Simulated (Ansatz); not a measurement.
Input for Ansatz (plane-wave DFT, PAW):

```yaml
crystal:
  lattice:
    - [-1.375623814, 1.5990845102, 3.9339750375]
    - [1.375623814, -1.5990845102, 3.9339750375]
    - [1.375623814, 1.5990845102, -3.9339750375]
  atoms:
    - { symbol: Ni, position: [0.0, 0.0, 0.0] }
    - { symbol: Si, position: [0.329922, 0.329922, 0.0] }
    - { symbol: Si, position: [0.670078, 0.670078, 0.0] }
basis:
  ecutwfc: 420
kpoints:
  mp_grid: { grid: [20, 20, 20] }
hamiltonian:
  xc: pbe
scf:
  occupations: { method: gaussian, width: 0.1 }
output:
  forces: true
  stress: true
  eigenvalues: true
```

It can be run as
```bash
ansatz run input.yaml --threads 1 --pin off --backend cpu --events-out ev --progress --plain --runs-dir out  # memory cap (--max-ram) not shown
```

The calculation used DFT PBE, scalar-relativistic, plane waves, PAW in Ansatz.

Part of what the program printed, abridged:

```
Pseudopotentials: kind: paw
Pseudopotential: Ni, paw, valence charge 18, recommended cutoff 420 eV (normal)
Pseudopotential: Si, paw, valence charge 4, recommended cutoff 420 eV (normal)
Functional definition: PBE
Crystal: 3 atoms, lattice volume = 34.615 Å³
Basis set: ecut = 420 eV, 685 PW (Γ), FFT grids on a1+a3, a2+a3, a3, exchange–correlation on 48×40×60 points (8 copies of the dense FFT grid, shifted against one another)
Bands: 17, of which v1, the nominal top of the filled ones, is band 13 counted from 1 (12 counted from 0)
Symmetry: 8 space group operations
Space group: Immm (ITA 71), of the structure as read, at distance tolerance 3.3e-5 Å
k-points: 1166 of 8000
Initial density: superposition of atomic densities (neutral atoms: chi_scale 0, normalization atom), corrected by the library's trained network
Initial wavefunctions: pseudopotential atomic-orbital guess
Functional: x = pbe(κ = 0.804, μ = 0.21951497), c = pbe(β = 0.06672455)
SCF iter   1: F=—  HF=-7110.930359 eV  |F-HF|=—  |Δ(HF+E_count)|=         —  Δρ=1.29e-2  dr2=3.13e-2  ethr=1.77e-3  ⟨swp⟩=5.2  Hψ=101241  notcnv=0
SCF iter   2: F=—  HF=-7110.927317 eV  |F-HF|=—  |Δ(HF+E_count)|=   3.04e-3  Δρ=4.80e-3  dr2=4.04e-3  ethr=1.21e-4  ⟨swp⟩=1.0  Hψ=29194  notcnv=0
SCF iter   3: F=—  HF=-7110.926600 eV  |F-HF|=—  |Δ(HF+E_count)|=   7.18e-4  Δρ=1.30e-3  dr2=5.11e-4  ethr=1.55e-5  ⟨swp⟩=1.0  Hψ=19919  notcnv=0
SCF iter   4: F=—  HF=-7110.926558 eV  |F-HF|=—  |Δ(HF+E_count)|=   4.14e-5  Δρ=2.78e-4  dr2=1.64e-5  ethr=1.97e-6  ⟨swp⟩=1.6  Hψ=23892  notcnv=0
SCF iter   5: F=—  HF=-7110.926557 eV  |F-HF|=—  |Δ(HF+E_count)|=   1.44e-6  Δρ=4.42e-5  dr2=4.31e-7  ethr=6.29e-8  ⟨swp⟩=2.4  Hψ=32723  notcnv=0
SCF iter   6: F=-7110.926557 eV  HF=-7110.926557 eV  |F-HF|=9.61e-9  |Δ(HF+E_count)|=   2.73e-8  Δρ=1.23e-5  dr2=4.14e-8  ethr=3.85e-10  ⟨swp⟩=5.6  Hψ=92813  notcnv=0
SCF 1 converged in 6 iterations: F = -7110.926557 eV  dr2 = 4.14e-8
SCF converged after 6 iterations
Free energy (F): -7110.926557 eV
Harris-Foulkes:  -7110.926557 eV  (|F-HF|=9.61e-9)
Internal energy: -7110.918545 eV  (E = F + TS)
E sigma→0 (E₀):  -7110.922551 eV
Entropy (-TS):   -0.008012 eV (-2.671 meV/atom)
Fermi energy:    15.580529 eV
--- Per-component energies (eV) ---
  E_band       = -274.464988
  E_kinetic    = 374.971508
  E_local      = -4711.185210  (includes V_loc(G=0)·N_el)
  E_nonlocal   = 690.662681
  E_hartree    = 2058.615484
  E_xc         = -200.163434
  E_vxc        = -209.533765  (∫ρ·V_xc dr)
  E_paw        = -2658.522714  (= ΣΔE_a)
  E_vpaw       = -536.598082  (= ΣTr[D̂ρ^β])
  E_aug_tail   = 0.000552  (compensation charges beyond the density's cutoff)
  E_ewald      = -2665.297413
  E_smearing   = -0.008012  (= −TS)
--- Forces (eV/Å), atoms counted from 1 ---
  atom   1  Ni     0.00000000     0.00000000     0.00000000
  atom   2  Si     0.00000000     0.00000000     0.87396457
  atom   3  Si     0.00000000     0.00000000    -0.87396457
--- Stress (GPa, compression-positive) ---
       11.832068       0.000000       0.000000
        0.000000      25.074762       0.000000
        0.000000       0.000000       9.562988
  P = ⅓ Tr σ = 15.4899 GPa (154.899 kbar)
--- Band table (eV; the first three rows and the last of 1166) ---
  k-point 0: bands = ["-88.2991", "-48.7328", "-48.7150", "-48.6945", "0.3463", "8.8967", "9.9948", "11.5375", "11.9191", "13.0017", "13.3712", "14.7635", "16.1239", "16.9555", "17.3555", "19.4372", "21.6620"]
  k-point 1: bands = ["-88.2990", "-48.7329", "-48.7160", "-48.6944", "0.4304", "8.9629", "10.0079", "11.4779", "11.9227", "12.9672", "13.3073", "14.7584", "15.5895", "17.2029", "17.7138", "18.7283", "21.3407"]
  k-point 2: bands = ["-88.2988", "-48.7331", "-48.7187", "-48.6941", "0.6818", "9.1535", "10.0328", "11.2933", "11.9342", "12.8982", "13.1205", "14.7503", "15.0302", "16.8500", "17.4694", "19.1344", "20.3800"]
  k-point 1165: bands = ["-88.2991", "-48.7328", "-48.7150", "-48.6946", "1.7397", "4.1351", "11.6431", "12.1707", "12.6197", "13.0425", "13.2537", "13.3872", "17.6144", "17.6768", "19.5662", "21.0907", "23.2084"]
```

Self-consistency was reached.

Spin polarisation was left out, and a magnetic state may lie lower.